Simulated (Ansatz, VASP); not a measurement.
## One calculation of InSe, two programs

The input INCAR:

```
ALGO = Normal ; EDIFF = 1E-7
ENCUT = 520 ; GGA = PE
ISIF = 2 ; ISMEAR = 0
LASPH = True ; LCHARG = False
LREAL = False ; LWAVE = False
NBANDS = 48 ; NELM = 60
PREC = Accurate ; SIGMA = 0.1
```

KPOINTS

```
k-points
0
Gamma
  6 6 1
```

POSCAR

```
InSe
1.0
    4.0499987100      0.0000000000      0.0000000000
   -2.0249993600      3.5074017700      0.0000000000
    0.0000000000      0.0000000000     16.9300003100
In Se
4 4
Direct
    0.3333333300      0.6666666700      0.1570000100
    0.6666666700      0.3333333300      0.6570000100
    0.3333333300      0.6666666700      0.3429999900
    0.6666666700      0.3333333300      0.8429999900
    0.3333333300      0.6666666700      0.6020000000
    0.6666666700      0.3333333300      0.1020000000
    0.3333333300      0.6666666700      0.8980000000
    0.6666666700      0.3333333300      0.3980000000
```

Input for Ansatz:

```yaml
crystal:
  lattice:
    - [4.04999871, 0.0, 0.0]
    - [-2.02499936, 3.50740177, 0.0]
    - [0.0, 0.0, 16.93000031]
  atoms:
    - { symbol: In, position: [0.33333333, 0.66666667, 0.15700001] }
    - { symbol: In, position: [0.66666667, 0.33333333, 0.65700001] }
    - { symbol: In, position: [0.33333333, 0.66666667, 0.34299999] }
    - { symbol: In, position: [0.66666667, 0.33333333, 0.84299999] }
    - { symbol: Se, position: [0.33333333, 0.66666667, 0.602] }
    - { symbol: Se, position: [0.66666667, 0.33333333, 0.102] }
    - { symbol: Se, position: [0.33333333, 0.66666667, 0.898] }
    - { symbol: Se, position: [0.66666667, 0.33333333, 0.398] }
basis:
  ecutwfc: 420
kpoints:
  mp_grid: { grid: [6, 6, 1] }
hamiltonian:
  xc: pbe
scf:
  occupations: { method: gaussian, width: 0.1 }
  lower_state_search: "off"
output:
  forces: true
  stress: true
  eigenvalues: true
```

Alike in both runs: task single point; functional PBE; k mesh 6 × 6 × 1; occupations gaussian, width 0.1 eV; no spin polarisation.

|  | VASP | Ansatz |
| --- | --- | --- |
| version | VASP 6.6.1 | Ansatz 0.2.0 |
| potentials or method | VASP PAW PBE potentials, release 64 (In_d, Se) | scalar-relativistic, plane waves, PAW |
| plane-wave cutoff (eV) | 520 | 420 |
| valence electrons in the cell | 76 | 116 |

```tsv
	VASP	Ansatz	Ansatz less VASP
gap on the k mesh at the Fermi level (eV)	none	none	-
pressure (GPa)	7.7	7.7	-0.07
largest component of the traceless stress (GPa)	5.84	5.82	-0.027
rms of the force components (eV/Å)	1.427	1.418	-0.0084
```

Atom by atom the forces differ by 0.009 eV/Å (rms over components). A gap of «none» marks a metal or a gap that the smearing closes. The two sets of potentials don't hold the same shells in valence.

Caveats: the k mesh is coarse (spacing up to 0.37 Å⁻¹), so the values aren't converged; this functional lacks dispersion, which binds the layers, so the pressure and a relaxed spacing across them are unreliable; forces of over 1 eV/Å show positions far from the minimum, so gaps and moduli don't describe the material at rest.
